Pulling one molecule of fluoroform, CHF₃, apart into separate atoms takes an energy $D$, the atomization energy. Its measured value, with vibration and heat removed, is 1915 kJ/mol. The table gives the computed value less the measured one, so a negative entry means that the calculation binds the molecule too weakly.

Atomization energy of CHF₃ (neutral singlet) calculated with Ansatz 0.2.0 at the levels listed, in the cc-pVTZ basis and without relativity. The molecule has its MP2(full)/6-31G* geometry, and the coupled-cluster levels keep the 1s cores of carbon and fluorine frozen.

```
    level  computed less measured atomization energy (kJ/mol)  rough wall time (s)
      RHF                                              -610.7                    1
     RMP2                                                39.3                  n/a
    RCCSD                                               -91.8                  n/a
 RCCSD(T)                                               -50.5                  n/a
  BCCD(T)                                               -49.0                   10
    SPW92                                               432.3                    6
      PBE                                                98.7                    6
     BLYP                                                18.4                   10
   revPBE                                                 1.3                   10
   r2SCAN                                                21.0                  n/a
   B97M-V                                                 4.5                    6
     PBE0                                                 8.8                  n/a
    B3LYP                                               -12.6                   10
  r2SCANh                                                -8.6                   10
  r2SCAN0                                               -51.3                   10
    BHLYP                                              -124.5                   10
CAM-B3LYP                                                21.3                   10
  wB97X-V                                                15.9                   10
  wB97M-V                                                18.1                  n/a
    HSE06                                                12.0                   10
   B2PLYP                                               -13.9                   10
 PBE-QIDH                                               -14.2                   20
  RPA-PBE                                              -199.2                   20
```

**(a) Hartree–Fock theory (RHF) misses by about a third of the binding. What does it leave out?**

*Solution.* In Hartree–Fock theory each electron feels only the average field of the others, whereas real electrons also avoid one another moment by moment. This correlation is strongest between two electrons that share an orbital. The molecule has 13 such valence pairs. The separate atoms have only 10, three in each fluorine and one in carbon, so leaving correlation out harms the molecule more. Coupled cluster theory, RCCSD(T), puts it back and closes about 92% of the gap.

**(b) RMP2, a simpler treatment of correlation, binds 131 kJ/mol more strongly than RCCSD. Does it find more correlation in the molecule?**

*Solution.* Binding is a difference, the energy of the atoms less that of the molecule. When the method changes, the two parts therefore change as

$$\Delta E_\text{atoms}=\Delta D+\Delta E_\text{molecule}.$$

Going from RMP2 to RCCSD, $\Delta D$ is −131 kJ/mol, and the same calculations give −12 kJ/mol for the molecule. The atoms must then fall by $131+12=143$ kJ/mol.

RMP2 thus finds slightly less correlation in the molecule and far less in the atoms. It binds more because its atoms lie too high. Part of the reason is probably carbon, whose filled 2s orbital lies close to an empty 2p orbital, a situation that second-order theory handles poorly; how the shortfall divides among the atoms is untested here.

**(c) RMP2 is 39 kJ/mol too high and RCCSD(T) about 50 too low. What would a larger basis do to each?**

*Solution.* It should raise both. A finite set of orbital functions describes the close approach of two electrons badly, and the molecule, with more pairs, loses more by it. RCCSD(T) would move towards the measured value and RMP2 further away from it. This is an argument from theory, as the table holds a single basis, but it warns against reading the smaller miss as the better method.

**(d) Hybrid functionals replace a fraction $a$ of their approximate exchange by the exact exchange of Hartree–Fock theory. Predict r2SCANh ($a=0.10$) from r2SCAN ($a=0$) and r2SCAN0 ($a=0.25$).**

*Solution.* With the orbitals held fixed, the energies of the atoms and of the molecule each change in proportion to $a$, and so does their difference. The line through the two end members gives

$$21.0+\frac{0.10}{0.25}\,(-51.3-21.0)\approx-7.9\ \text{kJ/mol}.$$

The computed miss of r2SCANh, which was not used for the line, is −8.6. Since the mixing is linear by construction, the agreement shows only that readjustment of the orbitals hardly bends the line.

The line holds only while nothing else changes. B3LYP, with 20% exact exchange, binds 26 kJ/mol more than the line from BLYP to BHLYP predicts, because it alters other parts of the functional as well. The output after this text gives the slopes of three families.

**(e) Exact exchange takes PBE from 99 kJ/mol too high to within 9 in PBE0. Does this show that exact exchange is the cure?**

*Solution.* The row revPBE says no. It contains no exact exchange and differs from PBE only in how strongly the exchange energy responds to the steepness of the electron density. Yet it lowers the binding by 97 kJ/mol, slightly more than PBE0 does.

The relation in (b) shows how. From PBE to revPBE the molecule falls by 560.5 kJ/mol and the atoms by 657.9, so most of the change cancels and the remainder weakens the binding. Theory supplies the reason: separating the atoms replaces smooth density in the bonds by steep outer tails, which revPBE rewards more. Two different changes can thus remove the same overbinding, and a small miss does not tell which of them is right.

**(f) revPBE misses by 1.3 kJ/mol and PBE0 by 8.8. Is revPBE the more accurate of the two for this molecule?**

*Solution.* The table cannot decide it. Real fluorine and carbon atoms are lowered by spin-orbit coupling, which the calculation omits. Rough recalled level splittings put the lowering at about 130 cm⁻¹ for each fluorine and 30 for carbon, together some 5 kJ/mol.

A calculation that is perfect in every other respect should therefore come out about 5 kJ/mol too high. Measured from that mark, revPBE is about 4 too low and PBE0 about 4 too high, and the lead is gone. Because such a shift brings one method closer and takes another further away, it can cancel a lead of up to twice its size. In this table, a lead of less than about 10 kJ/mol should therefore be checked against the shifted mark before it is believed. Even a lead that survives may owe something to the finite basis, which affects the functionals too, by an amount that a table with one basis cannot show.

Numerical output:

```
RHF miss, percent of the measured value: -31.89
SPW92 miss, percent of the measured value: 22.57
binding added to RHF by CCSD(T) correlation, kJ/mol: 560.2
part of the RHF shortfall closed by CCSD(T), percent: 91.73
MP2 less CCSD binding, kJ/mol: 131.1
CCSD less MP2 energy of the molecule, kJ/mol: -11.9
CCSD less MP2 energy of the separate atoms, kJ/mol: -143
binding added by the triples, kJ/mol: 41.3
BCCD(T) less CCSD(T) binding, kJ/mol: 1.5
estimated spin-orbit lowering of the atoms, kJ/mol: 5.144
CCSD(T) miss after the spin-orbit estimate, kJ/mol: -55.64
r2SCAN family, change per 10 percent exact exchange, kJ/mol: -28.92
r2SCANh miss predicted from the family ends, kJ/mol: -7.92
r2SCANh prediction less computed, kJ/mol: 0.68
PBE to PBE0, change per 10 percent exact exchange, kJ/mol: -35.96
BLYP to BHLYP, change per 10 percent exact exchange, kJ/mol: -28.58
B3LYP from the BLYP line at 20 percent, prediction less computed, kJ/mol: -26.16
PBE0 less PBE binding, kJ/mol: -89.9
revPBE less PBE binding, kJ/mol: -97.4
revPBE less PBE energy of the molecule, kJ/mol: -560.5
revPBE less PBE energy of the separate atoms, kJ/mol: -657.9
revPBE miss after the spin-orbit estimate, kJ/mol: -3.844
B97M-V miss after the spin-orbit estimate, kJ/mol: -0.6439
PBE0 miss after the spin-orbit estimate, kJ/mol: 3.656
RPA less CCSD(T) binding, kJ/mol: -148.7
```
